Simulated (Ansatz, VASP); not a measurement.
**One calculation of Li, two programs**

```
Li
1.0
     2.95470    0.00000    0.00000
    -1.47735    2.55884    0.00000
     0.00000    0.00000    4.84666
Li
2
Direct
  0.33333 0.66667 0.25000
  0.66667 0.33333 0.75000
```

Alike in both runs: task electric field gradients; functional PBE; dispersion D3(BJ); k mesh 18 × 18 × 10; occupations fermi-dirac, width 0.15 eV; no spin polarisation.

```csv
,VASP,Ansatz
version,VASP 6.6.1,Ansatz 0.2.0
potentials or method,"VASP PAW PBE potentials, release 64 (Li_sv)","scalar-relativistic, plane waves, PAW"
plane-wave cutoff (eV),520,420
valence electrons in the cell,6,6
```

|  | VASP | Ansatz | Ansatz less VASP |
| --- | --- | --- | --- |
| gap on the k mesh at the Fermi level (eV) | none | none | - |
| Vzz of the field gradient on the site that differs most (V/Å²) | 0.0 | 0.0 | 0.00 |

A gap of «none» marks a metal or a gap that the smearing closes.
